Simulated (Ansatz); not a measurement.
Structure: ZrSe2 (CdI2 type), at its r2SCAN+rVV10 minimum. It is trigonal, P-3m1 (No. 164); conventional cell a = 3.788 Å, c = 6.180 Å, 25.60 Å³ an atom. Around Zr lie 6 Se at 2.69 Å; around Se lie 3 Zr at 2.69 Å.

5 runs of the plane-wave code Ansatz on this cell differ in the functional (and in the settings that go with it). Levels are in eV from each run's valence top; v1 is the last filled band, c1 the first empty one.

Run A, mean stress +0.3 GPa (compression positive):
```
point     v4     v3     v2     v1    c1    c2
    Γ  -3.00  -0.05  -0.05   0.00  1.79  1.79
    M  -2.96  -2.78  -2.45  -1.55  1.15  3.47
    K  -3.97  -2.61  -2.61  -2.03  2.56  3.48
    A  -2.94  -2.32  -0.25  -0.25  1.76  1.76
```

Run B, mean stress +0.3 GPa (compression positive):
```
point     v4     v3     v2     v1    c1    c2
    Γ  -3.07  -0.04  -0.04   0.00  2.44  2.44
    M  -3.04  -2.86  -2.52  -1.58  1.81  4.16
    K  -4.06  -2.68  -2.68  -2.09  3.24  4.18
    A  -3.02  -2.40  -0.24  -0.24  2.41  2.41
```

Run C, mean stress +0.2 GPa (compression positive):
```
point     v4     v3     v2     v1    c1    c2
    Γ  -3.14  -0.05  -0.05   0.00  2.67  2.67
    M  -3.06  -2.91  -2.54  -1.61  2.03  4.42
    K  -4.09  -2.70  -2.70  -2.11  3.50  4.43
    A  -3.08  -2.41  -0.25  -0.25  2.64  2.64
```

Run D, mean stress +0.9 GPa (compression positive):
```
point     v4     v3     v2     v1    c1    c2
    Γ  -2.78  -0.06  -0.06   0.00  1.35  1.35
    M  -2.74  -2.58  -2.25  -1.42  0.81  2.87
    K  -3.64  -2.39  -2.39  -1.82  2.08  2.91
    A  -2.73  -2.16  -0.25  -0.25  1.32  1.32
```

Run E, mean stress -3.7 GPa (compression positive):
```
point     v4     v3     v2     v1    c1    c2
    Γ  -2.68  -0.04  -0.04   0.00  0.98  0.98
    M  -2.74  -2.48  -2.22  -1.37  0.43  2.45
    K  -3.60  -2.36  -2.36  -1.77  1.65  2.52
    A  -2.63  -2.21  -0.23  -0.23  0.95  0.95
```

Task: Match the runs to LDA, r2SCAN, HSE06, PBE0, r2SCAN0.

Result: A is HSE06, B is PBE0, C is r2SCAN0, D is r2SCAN, E is LDA. In order of the gap: LDA 0.22, r2SCAN 0.61, HSE06 0.95, PBE0 1.60, r2SCAN0 1.83 eV.

Spin-unpolarised throughout; all numbers are computed.

Spin-orbit coupling is left out.

The stress of a hybrid is loosely converged in these runs.

The meshes of the hybrids are coarse, so their gaps aren't converged to the digits shown.
